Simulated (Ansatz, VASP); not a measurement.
Sn in VASP and in Ansatz

File INCAR:

```
SYSTEM = Sn
  ALGO = Normal
  EDIFF = 1E-6
  ENCUT = 520
  GGA = PS
  ISIF = 2
  ISMEAR = -1
  LASPH = .TRUE.
  LCHARG = .FALSE.
  LREAL = .FALSE.
  LWAVE = .FALSE.
  NBANDS = 13
  NELM = 60
  PREC = Accurate
  SIGMA = 0.1
```

The input KPOINTS:

```
k-points
0
G
  14 14 14
  0 0 0
```

Contents of POSCAR:

```
Sn
1.0
    2.4851496351      0.0000000000      0.0000000000
    0.0000000000      2.4851496351      0.0000000000
    0.0000000000      0.0000000000      2.4851496351
Sn
1
Direct
    0.0000000000      0.0000000000      0.0000000000
```

Input for Ansatz:

```yaml
crystal:
  lattice:
    - [2.4851496351, 0.0, 0.0]
    - [0.0, 2.4851496351, 0.0]
    - [0.0, 0.0, 2.4851496351]
  atoms:
    - { symbol: Sn, position: [0.0, 0.0, 0.0] }
kpoints:
  mp_grid: { grid: [14, 14, 14] }
  band_path:
    path:
      - [0.0, 0.0, 0.0]
      - [0.0, 0.5, 0.0]
      - [0.5, 0.5, 0.0]
      - [0.0, 0.0, 0.0]
      - [0.5, 0.5, 0.5]
      - [0.0, 0.5, 0.0]
      - [0.5, 0.5, 0.5]
      - [0.5, 0.5, 0.0]
    npoints: 8
scf:
  occupations: { method: fermi_dirac, width: 0.1 }
hamiltonian:
  xc: pbesol
  pseudopotentials: { kind: all_electron, lapw: { basis_error: 0.001 } }
output:
  forces: true
  stress: true
  eigenvalues: true
  populations: true
  dos: { projected: true, de: 0.2, e_range: [-14, 8] }
```

Change from the starting cell: volume scaled by 0.55, LAPW.

Alike in both runs: task single point; functional PBEsol; k mesh 14 × 14 × 14; occupations fermi-dirac, width 0.1 eV; no spin polarisation.

```csv
,VASP,Ansatz
version,VASP 6.6.1,Ansatz 0.2.0
potentials or method,"VASP PAW PBE potentials, release 64 (Sn_d)","all-electron LAPW, scalar-relativistic"
plane-wave cutoff (eV),520,see its input
```

```tsv
	VASP	Ansatz	Ansatz less VASP
pressure (GPa)	137.9	137.6	-0.35
```

Ansatz ran all-electron here, so the differences hold the error of VASP's frozen core and of both bases.

Caveats: the cell as given lies far from equilibrium; so large a pressure means that the cell lies far from this level's equilibrium, or that cutoff or potentials fall short (VASP); the potentials were made for another functional, which shifts forces and pressure (VASP).
